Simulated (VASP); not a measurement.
In: single point with BLYP

Crystal: In.

```
CELL_PARAMETERS angstrom
0.00000 3.49752 3.49752
3.49752 0.00000 3.49752
3.49752 3.49752 0.00000
ATOMIC_POSITIONS crystal
In 0.12500 0.12500 0.12500
In 0.87500 0.87500 0.87500
```

This isn't the form of In at room conditions, which is tetragonal.

- Program: VASP 6.6.1
- Task: single point
- Functional: BLYP
- Potentials or basis: VASP PAW PBE potentials, release 64 (In_d)
- Cutoff: 520 eV
- k mesh: 13 × 13 × 13
- Occupations: fermi-dirac, width 0.1 eV
- Spin: no spin polarisation
- Dipole correction: no
- Further INCAR settings: ALGO = Fast; EDIFF = 1e-06; NBANDS = 20

- Pressure: -0.2 GPa
- Band gap on the k mesh: none (metal or under the smearing width)

Levels at points of the mesh, in eV from the Fermi level:
```tsv
k point	band 11	band 12	band 13	band 14	band 15	band 16
(0.00, 0.00, 0.00)	-7.42	0.80	1.94	1.94	1.94	3.60
```

Wall time 90 s on 1 thread of Intel(R) Xeon(R) 6975P-C (Granite Rapids) (shared host), peak memory 0.3 GiB.

Caveat: the PAW data sets were made with another functional, which shifts forces and pressure a little.
